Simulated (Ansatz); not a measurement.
# Si16N: the cost of one run

Method: DFT PBE, plane waves, PAW, scalar-relativistic, collinear spin, in Ansatz 0.2.0.

### Step 1. Starting point

The cell holds 17 atoms (NSi16): a = 7.679 Å, b = 7.679 Å, c = 7.679 Å, α = 60.00°, β = 60.00°, γ = 60.00°.

Coordinates:

```xyz
17
Lattice="0.0000 5.4300 5.4300 5.4300 0.0000 5.4300 5.4300 5.4300 0.0000" Properties=species:S:1:pos:R:3 pbc="T T T"
Si    0.0000    0.0000    0.0000
Si    1.3575    1.3575    1.3575
Si    2.7150    2.7150    0.0000
Si    4.0725    4.0725    1.3575
Si    2.7150    0.0000    2.7150
Si    4.0725    1.3575    4.0725
Si    5.4300    2.7150    2.7150
Si    6.7875    4.0725    4.0725
Si    0.0000    2.7150    2.7150
Si    1.3575    4.0725    4.0725
Si    2.7150    5.4300    2.7150
Si    4.0725    6.7875    4.0725
Si    2.7150    2.7150    5.4300
Si    4.0725    4.0725    6.7875
Si    5.4300    5.4300    5.4300
Si    6.7875    6.7875    6.7875
N     2.0480    4.7156    6.1026
```

### Step 2. Relaxing the start

Contents of input.yaml:

```yaml
accuracy: low
crystal:
  lattice:
    - [0.0, 5.43, 5.43]
    - [5.43, 0.0, 5.43]
    - [5.43, 5.43, 0.0]
  atoms:
    - { symbol: Si, position: [0.0, 0.0, 0.0] }
    - { symbol: Si, position: [0.125, 0.125, 0.125] }
    - { symbol: Si, position: [0.0, 0.0, 0.5] }
    - { symbol: Si, position: [0.125, 0.125, 0.625] }
    - { symbol: Si, position: [0.0, 0.5, 0.0] }
    - { symbol: Si, position: [0.125, 0.625, 0.125] }
    - { symbol: Si, position: [0.0, 0.5, 0.5] }
    - { symbol: Si, position: [0.125, 0.625, 0.625] }
    - { symbol: Si, position: [0.5, 0.0, 0.0] }
    - { symbol: Si, position: [0.625, 0.125, 0.125] }
    - { symbol: Si, position: [0.5, 0.0, 0.5] }
    - { symbol: Si, position: [0.625, 0.125, 0.625] }
    - { symbol: Si, position: [0.5, 0.5, 0.0] }
    - { symbol: Si, position: [0.625, 0.625, 0.125] }
    - { symbol: Si, position: [0.5, 0.5, 0.5] }
    - { symbol: Si, position: [0.625, 0.625, 0.625] }
    - { symbol: "N", position: [0.8075655, 0.3162947, 0.0608734], spin: 1.0 }
magnetization:
  spin_polarized: true
basis:
  ecutwfc: 420.0
kpoints:
  mp_grid: { grid: [2, 2, 2] }
hamiltonian:
  xc: pbe
  pseudopotentials: { kind: paw, azcp: { folder: soft_1 } }
scf:
  occupations: { method: fermi_dirac, width: 0.05 }
  lower_state_search: "off"
relax:
  f_tol: 0.08
  max_steps: 25
  adjacent_minimum: "off"
```

Run with:

```bash
$ ansatz run input.yaml --threads 1 --pin off --max-ram 3072MiB --backend cpu --events-out ev --progress --plain --runs-dir out
```

**Question.** How long does this run take on 1 thread of Arm Neoverse V1, shared host, and how much memory does it need?

About 3.4 min, with a peak of 0.66 GiB.
